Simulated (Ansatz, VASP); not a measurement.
## Ba: VASP beside Ansatz

```
Ba
1.0
    -2.37894    2.37894    2.37894
     2.37894   -2.37894    2.37894
     2.37894    2.37894   -2.37894
Ba
1
Direct
  0.00000 0.00000 0.00000
```

Alike in both runs: task single point; functional LDA; k mesh 9 × 9 × 9; occupations methfessel-paxton of order 1, width 0.01 eV; no spin polarisation.

```csv
,VASP,Ansatz
version,VASP 6.6.1,Ansatz 0.2.0
potentials or method,"VASP PAW LDA potentials, release 64 (Ba_sv)","plane waves (420 eV) with PAW, scalar-relativistic"
plane-wave cutoff (eV),520,420
valence electrons in the cell,10,10
```

Ansatz gave:

- pressure (GPa): 0.0

Q: What did VASP give for the same quantities?

A: Pressure (GPa): 0.1.

Ansatz warned: «pseudo_functional_mismatch».

The runs have no spin-orbit coupling, so splittings on Ba are missing.
